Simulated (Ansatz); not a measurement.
# Ag (Fm-3m) in Ansatz: further runs

The runs below take Ag through single point, relaxation of cell and atoms, with PBE, PBEsol+D4.

All numbers are computed with Ansatz 0.2.0; they aren't measurements. Logs are shortened: lines on timing, memory, paths and dates and some standing lists are left out, and cuts for length are marked.

### Step 1. The crystal as given

Symmetry: Fm-3m, No. 225, cubic system. Conventional cell: a = 4.085 Å, b = 4.085 Å, c = 4.085 Å, α = 90.00°, β = 90.00°, γ = 90.00°. Around Ag (site symmetry m-3m) lie 12 Ag at 2.89 Å.

### Step 2. Single point, PBE

input.yaml reads:

```yaml
crystal:
  lattice:
    - [0.0, 2.04275, 2.04275]
    - [2.04275, 0.0, 2.04275]
    - [2.04275, 2.04275, 0.0]
  atoms:
    - { symbol: Ag, position: [0.0, 0.0, 0.0] }
kpoints:
  mp_grid: { grid: [11, 11, 11] }
scf:
  occupations: { method: gaussian, width: 0.023 }
hamiltonian:
  xc: pbe
  pseudopotentials: { kind: all_electron, lapw: { basis_error: 0.001 } }
output:
  forces: true
  stress: true
  eigenvalues: true
```

Potentials or basis: all-electron LAPW, scalar-relativistic.

On the command line:

```
ansatz run input.yaml --threads 1 --pin off --max-ram 3072MiB --backend cpu --events-out ev --progress --plain --runs-dir out
```

Log:

```text
Warning: RAYON_NUM_THREADS=1 ignored (pool sized by the plan → 1); use --threads N
LAPW: plane waves up to 7.943 Å⁻¹, error target 1.0e-3 eV per atom; small_component_spin mean_spin; Ag in spheres of 1.444 Å, 19 of its electrons in bands, Dirac shells [] (how accurate: hamiltonian.pseudopotentials.lapw.basis_error, Limitations)
Engine: ansatz 0.2.0, aarch64-unknown-linux-gnu
Pseudopotentials: kind: all_electron
Pseudopotential: Ag, LAPW, valence charge 19, lapw/all_electron/scalar/gaussian/Ag, Koelling and Harmon's equation, gaussian nucleus
Functional definition: PBE
  parameter kappa = 0.804
  parameter beta = 0.06672455060314922
  exchange = pbe_x(kappa = kappa, mu = beta*pi^2/3)
  correlation = pbe_c(beta = beta)
Crystal: 1 atoms, lattice volume = 17.048 Å³
Basis set: ecut = 240.3564010780062 eV, 137 PW (Γ), exchange–correlation at level 2
Bands: 14, of which v1, the nominal top of the filled ones, is band 10 counted from 1 (9 counted from 0)
Symmetry: 48 space group operations
Space group: Fm-3m (ITA 225), of the structure as read, at distance tolerance 2.6e-5 Å
k-points: 56 of 1331
Non-local potential: Ag, projectors of the file, none
Initial density: superposition of atomic densities (chi_scale 0.1, normalization cell)
Initial wavefunctions: plane waves of lowest kinetic energy (no species holds an atomic orbital)
Functional: x = pbe(κ = 0.804, μ = 0.2195149727645171), c = pbe(β = 0.06672455060314922)
iter 1 solved again at ethr=2.09e-4 eV; its pass at ethr=1.00e-1 eV (dr2=3.97e-2 eV) is discarded
SCF iter   1: F=—  HF=-144656.534702 eV  |F-HF|=—  |Δ(HF+E_count)|=         —  Δρ=1.99e-2  dr2=4.00e-2  ethr=2.09e-4  ⟨swp⟩=3.0  Hψ=5824  notcnv=0
preconditioner: auto → none  [insulator: Δε(μ)=0.160 eV  Ē_g=15.707 eV  σ=0.023 eV  W_gap=0.98  n_scr=8 (ndim 8)  ℏωp=29.8 eV  f_vac=0.000  D(μ)=0.11/eV (n_scr^D=0)  ε∞_Penn≈4.6]
iter 2 solved again at ethr=4.73e-7 eV; its pass at ethr=2.09e-4 eV (dr2=8.99e-5 eV) is discarded
SCF iter   2: F=—  HF=-144656.347197 eV  |F-HF|=—  |Δ(HF+E_count)|=   1.88e-1  Δρ=8.40e-4  dr2=9.06e-5  ethr=4.73e-7  ⟨swp⟩=2.8  Hψ=4312  notcnv=0
SCF iter   3: F=—  HF=-144656.293304 eV  |F-HF|=—  |Δ(HF+E_count)|=   5.39e-2  Δρ=3.38e-3  dr2=1.08e-3  ethr=4.73e-7  ⟨swp⟩=3.0  Hψ=2670  notcnv=0
SCF iter   4: F=—  HF=-144656.292080 eV  |F-HF|=—  |Δ(HF+E_count)|=   1.22e-3  Δρ=5.28e-4  dr2=2.45e-5  ethr=4.73e-7  ⟨swp⟩=3.0  Hψ=2443  notcnv=0
SCF iter   5: F=—  HF=-144656.292101 eV  |F-HF|=—  |Δ(HF+E_count)|=   2.15e-5  Δρ=2.76e-5  dr2=8.97e-8  ethr=1.29e-7  ⟨swp⟩=2.0  Hψ=2106  notcnv=0
SCF iter   6: F=-144656.292102 eV  HF=-144656.292102 eV  |F-HF|=1.40e-9  |Δ(HF+E_count)|=   4.97e-7  Δρ=4.92e-6  dr2=2.03e-9  ethr=4.72e-10  ⟨swp⟩=3.0  Hψ=2238  notcnv=0
SCF 1 converged in 6 iterations: F = -144656.292102 eV  dr2 = 2.03e-9
SCF converged after 6 iterations
Free energy (F): -144656.292102 eV
Harris-Foulkes:  -144656.292102 eV  (|F-HF|=1.40e-9)
Internal energy: -144656.292072 eV  (E = F + TS)
E sigma→0 (E₀):  -144656.292087 eV
Entropy (-TS):   -0.000030 eV (-0.030 meV/atom)
Fermi energy:    19.070093 eV
--- Per-component energies (eV) ---
  E_band       = -206.919228
  E_kinetic    = 151248.936203
  E_xc         = -4066.798509
  E_electrostatic = -291838.429766  (all electrons and nuclei)
  E_smearing   = -0.000030  (= −TS)
  E_closure    = 0.000000  (closes the sum)
  E_atoms      = -144653.584547  (free atoms, spherical and without spin; not in F)
  Σ components = -144656.292102   (vs F -144656.292102, Δ=0.00e0)
  Basis errors (estimates in eV, not in F): energy 1.8e-4 per atom: plane waves 1.7e-4 (1.2e-4 summed), levels above the bands 0.0e0, relativity 5.4e-8, radial functions 6.8e-6, core shells 4.9e-7; eigenvalues (radial functions only) 6.2e-6; not estimated: angular momenta, meshes, grids; target (lapw.basis_error) 1.0e-3; muffin-tin radii Ag 1.444 Å
--- Forces (eV/Å), atoms counted from 1 ---
  atom   1  Ag    -0.00000000    -0.00000000    -0.00000000
  max |Σ_I F_I| component: 2.63e-31 eV/Å
--- Stress (GPa, compression-positive) ---
        4.251444       0.000000      -0.000000
        0.000000       4.251444      -0.000000
       -0.000000      -0.000000       4.251444
  P = ⅓ Tr σ = 4.2514 GPa (42.514 kbar)
--- Band table (eV; the first three rows and the last of 56) ---
  k-point 0: bands = ["-73.1805", "-36.5673", "-36.5673", "-36.5673", "11.0218", "14.0084", "14.0084", "14.0084", "15.0469", "15.0469", "34.6821", "38.2658", "38.2658", "38.2658"]
  k-point 1: bands = ["-73.1791", "-36.5804", "-36.5692", "-36.5692", "11.2777", "13.9530", "14.0770", "14.0770", "15.0226", "15.0226", "34.6586", "36.5227", "38.3777", "38.3777"]
  k-point 2: bands = ["-73.1754", "-36.6154", "-36.5745", "-36.5745", "11.9440", "13.9172", "14.1999", "14.1999", "15.0319", "15.0319", "32.5127", "35.5570", "38.5412", "38.5412"]
  k-point 55: bands = ["-73.1577", "-36.6819", "-36.6730", "-36.6276", "13.1215", "13.5336", "13.9551", "15.0675", "15.9928", "24.1584", "24.3431", "26.1245", "28.0151", "39.8325"]
```

It took 4.4 s on 1 thread of Arm Neoverse V1, shared host; peak memory 0.24 GiB.

Results:

```
Free energy            : -144656.2921 eV
Pressure               : 4.3 GPa
Band gap on the k mesh : none (metal or under the smearing width)
```

### Step 3. Relaxation of cell and atoms, PBEsol+D4

input.yaml: that of step 2 with these lines changed.

```diff
@@ -10,5 +10,6 @@
 scf:
-  occupations: { method: gaussian, width: 0.023 }
+  occupations: { method: fermi_dirac, width: 0.05 }
 hamiltonian:
-  xc: pbe
+  xc: pbesol
+  dispersion: d4
   pseudopotentials: { kind: all_electron, lapw: { basis_error: 0.001 } }
@@ -17,2 +18,5 @@
   stress: true
-  eigenvalues: true
+relax:
+  f_tol: 0.005
+  max_steps: 60
+  cell: {}
```

Potentials or basis: all-electron LAPW, scalar-relativistic.

On the command line:

```
ansatz run input.yaml --threads 1 --pin off --max-ram 3072MiB --backend cpu --events-out ev --progress --plain --runs-dir out
```

Log:

```text
Warning: RAYON_NUM_THREADS=1 ignored (pool sized by the plan → 1); use --threads N
The last accepted step is kept in <dir> (removed where the run ends without a failure and the disk answers)
LAPW: plane waves up to 8.226 Å⁻¹, error target 1.0e-3 eV per atom; small_component_spin mean_spin; Ag in spheres of 1.401 Å, 19 of its electrons in bands, Dirac shells [] (how accurate: hamiltonian.pseudopotentials.lapw.basis_error, Limitations)
[... 3 set-up lines as earlier in the session ...]
Functional definition: PBEsol
  exchange = pbesol_x
  correlation = pbesol_c
Crystal: 1 atoms, lattice volume = 17.048 Å³
Basis set: ecut = 257.7993839989478 eV, 169 PW (Γ), exchange–correlation at level 2
Bands: 14, of which v1, the nominal top of the filled ones, is band 10 counted from 1 (9 counted from 0)
[... 2 set-up lines as earlier in the session ...]
k-points: 56 of 1331
[... 3 set-up lines as earlier in the session ...]
Functional: x = pbesol(κ = 0.804, μ = 0.12345679012345678), c = pbesol(β = 0.046)
iter 1 solved again at ethr=3.76e-4 eV; its pass at ethr=1.00e-1 eV (dr2=7.15e-2 eV) is discarded
SCF iter   1: F=—  HF=-144588.634532 eV  |F-HF|=—  |Δ(HF+E_count)|=         —  Δρ=2.57e-2  dr2=7.19e-2  ethr=3.76e-4  ⟨swp⟩=2.8  Hψ=5669  notcnv=0
preconditioner: auto → none  [insulator: Δε(μ)=0.165 eV  Ē_g=15.581 eV  σ=0.050 eV  W_gap=0.66  n_scr=8 (ndim 8)  ℏωp=29.8 eV  f_vac=0.000  D(μ)=0.26/eV (n_scr^D=0)  ε∞_Penn≈4.7]
iter 2 solved again at ethr=1.58e-6 eV; its pass at ethr=3.76e-4 eV (dr2=3.01e-4 eV) is discarded
SCF iter   2: F=—  HF=-144588.414294 eV  |F-HF|=—  |Δ(HF+E_count)|=   2.20e-1  Δρ=1.50e-3  dr2=3.01e-4  ethr=1.58e-6  ⟨swp⟩=2.7  Hψ=4072  notcnv=0
SCF iter   3: F=—  HF=-144588.344940 eV  |F-HF|=—  |Δ(HF+E_count)|=   6.94e-2  Δρ=4.07e-3  dr2=1.70e-3  ethr=1.58e-6  ⟨swp⟩=3.0  Hψ=2591  notcnv=0
SCF iter   4: F=—  HF=-144588.342899 eV  |F-HF|=—  |Δ(HF+E_count)|=   2.04e-3  Δρ=6.17e-4  dr2=3.66e-5  ethr=1.58e-6  ⟨swp⟩=2.2  Hψ=2119  notcnv=0
SCF iter   5: F=—  HF=-144588.342898 eV  |F-HF|=—  |Δ(HF+E_count)|=   1.28e-6  Δρ=2.42e-5  dr2=8.80e-8  ethr=1.92e-7  ⟨swp⟩=2.0  Hψ=2110  notcnv=0
SCF iter   6: F=-144588.342898 eV  HF=-144588.342898 eV  |F-HF|=7.57e-10  |Δ(HF+E_count)|=   3.18e-8  Δρ=4.50e-6  dr2=1.79e-9  ethr=4.63e-10  ⟨swp⟩=2.7  Hψ=2171  notcnv=0
SCF 1 converged in 6 iterations: F = -144588.342898 eV  dr2 = 1.79e-9
relax step   1: F+E_penalty+E_count = -144588.34289769 eV  Δ(F+E_penalty+E_count) = +0.000e0 eV  max|allowed force component| = 0.000e0 eV/Å  Δτ_max = 0.0000 Å  P = -5.829 GPa  Ω = 17.048 Å³  (6 SCF iters, accepted)
Crystal: 1 atoms, lattice volume = 15.457 Å³
Basis set: ecut = 275.2000513486385 eV, 169 PW (Γ), exchange–correlation at level 2
Initial density: handed on by an earlier stage of this run
Initial wavefunctions: those handed on with the density
iter 1 solved again at ethr=7.10e-7 eV; its pass at ethr=1.00e-1 eV (dr2=1.35e-4 eV) is discarded
SCF iter   1: F=—  HF=-144588.343413 eV  |F-HF|=—  |Δ(HF+E_count)|=         —  Δρ=1.17e-3  dr2=1.30e-4  ethr=7.10e-7  ⟨swp⟩=5.2  Hψ=5146  notcnv=0
preconditioner: auto → none  [insulator: Δε(μ)=0.196 eV  Ē_g=17.199 eV  σ=0.050 eV  W_gap=0.75  n_scr=8 (ndim 8)  ℏωp=31.3 eV  f_vac=0.000  D(μ)=0.17/eV (n_scr^D=0)  ε∞_Penn≈4.3]
SCF iter   2: F=—  HF=-144588.343303 eV  |F-HF|=—  |Δ(HF+E_count)|=   1.11e-4  Δρ=4.26e-4  dr2=1.67e-5  ethr=6.82e-7  ⟨swp⟩=2.0  Hψ=2108  notcnv=0
SCF iter   3: F=—  HF=-144588.343295 eV  |F-HF|=—  |Δ(HF+E_count)|=   7.28e-6  Δρ=1.86e-4  dr2=3.09e-6  ethr=8.79e-8  ⟨swp⟩=2.0  Hψ=2108  notcnv=0
iter 4 solved again at ethr=1.01e-10 eV; its pass at ethr=1.62e-8 eV (dr2=1.92e-8 eV) is discarded
SCF iter   4: F=—  HF=-144588.343283 eV  |F-HF|=—  |Δ(HF+E_count)|=   1.26e-5  Δρ=1.55e-5  dr2=1.94e-8  ethr=1.01e-10  ⟨swp⟩=2.3  Hψ=3693  notcnv=0
[... 8 lines left out ...]
SCF iter   2: F=—  HF=-144588.358959 eV  |F-HF|=—  |Δ(HF+E_count)|=   2.28e-5  Δρ=2.37e-4  dr2=5.65e-6  ethr=1.63e-7  ⟨swp⟩=2.0  Hψ=2109  notcnv=0
iter 3 solved again at ethr=7.95e-10 eV; its pass at ethr=2.97e-8 eV (dr2=1.51e-7 eV) is discarded
[... 9 lines left out ...]
SCF iter   2: F=—  HF=-144588.359169 eV  |F-HF|=—  |Δ(HF+E_count)|=   2.48e-7  Δρ=1.71e-5  dr2=3.25e-8  ethr=1.69e-9  ⟨swp⟩=2.0  Hψ=2109  notcnv=0
SCF iter   3: F=—  HF=-144588.359169 eV  |F-HF|=—  |Δ(HF+E_count)|=   6.71e-8  Δρ=9.54e-6  dr2=9.30e-9  ethr=1.71e-10  ⟨swp⟩=2.0  Hψ=2109  notcnv=0
iter 4 solved again at ethr=1.00e-12 eV; its pass at ethr=4.89e-11 eV (dr2=3.45e-11 eV) is discarded
SCF iter   4: F=-144588.359169 eV  HF=-144588.359169 eV  |F-HF|=2.91e-10  |Δ(HF+E_count)|=   2.63e-8  Δρ=6.53e-7  dr2=3.50e-11  ethr=1.00e-12  ⟨swp⟩=2.0  Hψ=3658  notcnv=0
SCF 4 converged in 4 iterations: F = -144588.359169 eV  dr2 = 3.50e-11
relax step   4: F+E_penalty+E_count = -144588.35916936 eV  Δ(F+E_penalty+E_count) = -2.139e-4 eV  max|allowed force component| = 0.000e0 eV/Å  Δτ_max = 0.0000 Å  P = -0.079 GPa  Ω = 16.214 Å³  (4 SCF iters, accepted)
Crystal: 1 atoms, lattice volume = 16.204 Å³
Basis set: ecut = 266.6769986221396 eV, 169 PW (Γ), exchange–correlation at level 2
iter 1 solved again at ethr=1.13e-10 eV; its pass at ethr=1.00e-1 eV (dr2=2.14e-8 eV) is discarded
SCF iter   1: F=—  HF=-144588.359172 eV  |F-HF|=—  |Δ(HF+E_count)|=         —  Δρ=7.29e-6  dr2=5.29e-9  ethr=1.13e-10  ⟨swp⟩=5.5  Hψ=4855  notcnv=0
preconditioner: auto → none  [insulator: Δε(μ)=0.146 eV  Ē_g=16.706 eV  σ=0.050 eV  W_gap=0.62  n_scr=8 (ndim 8)  ℏωp=30.6 eV  f_vac=0.000  D(μ)=0.23/eV (n_scr^D=0)  ε∞_Penn≈4.4]
SCF iter   2: F=-144588.359172 eV  HF=-144588.359172 eV  |F-HF|=6.69e-10  |Δ(HF+E_count)|=   1.72e-7  Δρ=2.91e-6  dr2=8.15e-10  ethr=2.78e-11  ⟨swp⟩=2.2  Hψ=2123  notcnv=0
SCF 5 converged in 2 iterations: F = -144588.359172 eV  dr2 = 8.15e-10
relax step   5: F+E_penalty+E_count = -144588.35917173 eV  Δ(F+E_penalty+E_count) = -2.369e-6 eV  max|allowed force component| = 0.000e0 eV/Å  Δτ_max = 0.0000 Å  P = +0.001 GPa  Ω = 16.204 Å³  (2 SCF iters, accepted)
iter 1 solved again at ethr=5.00e-12 eV; its pass at ethr=1.00e-1 eV (dr2=9.50e-10 eV) is discarded
SCF iter   1: F=—  HF=-144588.359172 eV  |F-HF|=—  |Δ(HF+E_count)|=         —  Δρ=2.93e-6  dr2=8.21e-10  ethr=5.00e-12  ⟨swp⟩=6.4  Hψ=5705  notcnv=0  reapply=28
preconditioner: auto → none  [insulator: Δε(μ)=0.146 eV  Ē_g=16.707 eV  σ=0.050 eV  W_gap=0.62  n_scr=8 (ndim 8)  ℏωp=30.6 eV  f_vac=0.000  D(μ)=0.23/eV (n_scr^D=0)  ε∞_Penn≈4.4]
SCF iter   2: F=-144588.359172 eV  HF=-144588.359172 eV  |F-HF|=5.82e-11  |Δ(HF+E_count)|=   1.75e-7  Δρ=1.61e-6  dr2=2.47e-10  ethr=4.32e-12  ⟨swp⟩=2.8  Hψ=2205  notcnv=0
SCF 6 converged in 2 iterations: F = -144588.359172 eV  dr2 = 2.47e-10
relax step   6: F+E_penalty+E_count = -144588.35917186 eV  Δ(F+E_penalty+E_count) = -1.302e-7 eV  max|allowed force component| = 0.000e0 eV/Å  Δτ_max = 0.0000 Å  P = +0.001 GPa  Ω = 16.204 Å³  stress off target by 9.72e-4 GPa  SCF on the basis re-selected at this cell (its energy is not comparable with the rows above)  (2 SCF iters)
basis re-selected at this cell: Δ(F+E_penalty+E_count) = -1.302e-7 eV, ΔP = -0.000 GPa vs the last step (what re-selecting the basis moved, after the strain that the cell walked since its last selection, with what the two solves' SCF thresholds leave and, on support functions, any second-order correction that the steps lacked; it is no measure of the basis error at this ecutwfc). This SCF's stress stands 9.72e-4 GPa from its target on what of the cell is left free (relax.cell.stress_tol is 5.00e-2 GPa) and its largest allowed force component is 0.00e0 eV/Å (relax.f_tol is 5.00e-3 eV/Å): within both
SCF converged after 2 iterations
Free energy (F): -144588.359172 eV
Harris-Foulkes:  -144588.359172 eV  (|F-HF|=5.82e-11)
Internal energy: -144588.357252 eV  (E = F + TS)
E sigma→0 (E₀):  -144588.358212 eV
Entropy (-TS):   -0.001920 eV (-1.920 meV/atom)
Fermi energy:    20.042432 eV
--- Per-component energies (eV) ---
  E_band       = -188.397212
  E_kinetic    = 151165.375850
  E_xc         = -3997.614380
  E_electrostatic = -291755.771648  (all electrons and nuclei)
  E_disp       = -0.347074  (pairwise vdW)
  E_smearing   = -0.001920  (= −TS)
  E_closure    = 0.000000  (closes the sum)
  E_atoms      = -144584.709470  (free atoms, spherical and without spin; not in F)
  Σ components = -144588.359172   (vs F -144588.359172, Δ=0.00e0)
  Basis errors (estimates in eV, not in F): energy 2.4e-4 per atom: plane waves 2.3e-4 (1.2e-4 summed), levels above the bands 1.6e-143, relativity 2.4e-8, radial functions 7.4e-6, core shells 1.8e-6; eigenvalues (radial functions only) 3.8e-6; not estimated: angular momenta, meshes, grids; target (lapw.basis_error) 1.0e-3; muffin-tin radii Ag 1.378 Å
--- Forces (eV/Å), atoms counted from 1 ---
  atom   1  Ag    -0.00000000    -0.00000000     0.00000000
  max |Σ_I F_I| component: 1.19e-31 eV/Å
--- Stress (GPa, compression-positive) ---
        0.000972       0.000000       0.000000
        0.000000       0.000972       0.000000
        0.000000       0.000000       0.000972
  P = ⅓ Tr σ = 0.0010 GPa (0.010 kbar)
--- Relaxed structure (5 steps of the walk, 5 accepted, 1 SCFs on fresh bases) ---
  F+E_penalty+E_count = -144588.35917186 eV   max|allowed force component| = 0.000e0 eV/Å   (the final SCF, on the basis selected at the relaxed cell)
  cell:  # Å, volume = 16.2039 Å³
    - [2.706916392475782e-34, 2.008460881727906, 2.008460881727906]
    - [2.008460881727906, -3.025377144531754e-35, 2.008460881727906]
    - [2.008460881727906, 2.008460881727906, -3.4552991598073216e-34]
  atoms:
    - { symbol: Ag, position: [0.0, 0.0, 0.0] }
```

It took 19 s on 1 thread of Arm Neoverse V1, shared host; peak memory 0.26 GiB.

What came out:

| Quantity | Value |
| --- | --- |
| Free energy | -144588.3592 eV |
| Relaxed volume | 16.20 Å³/atom |
| Relaxed cell | a = 2.840 Å, b = 2.840 Å, c = 2.840 Å, α = 60.00°, β = 60.00°, γ = 60.00° |
| Space group after relaxing (to 0.05 Å) | Fm-3m (No. 225) |
| Energy gained by relaxing | 16.3 meV/atom |
| Ionic steps | 6 |
| Pressure after relaxing | 0.0 GPa |

The path:
```csv
step,energy change (eV),largest force (eV/Å),volume (Å³)
1,0.0000,0.0000,17.05
2,-0.0004,0.0000,15.46
3,-0.0161,0.0000,16.30
4,-0.0163,0.0000,16.21
5,-0.0163,0.0000,16.20
6,-0.0163,0.0000,16.20
```

Final structure:
```
Ag
1.0
     0.00000    2.00846    2.00846
     2.00846    0.00000    2.00846
     2.00846    2.00846    0.00000
Ag
1
Direct
  0.00000 0.00000 0.00000
```
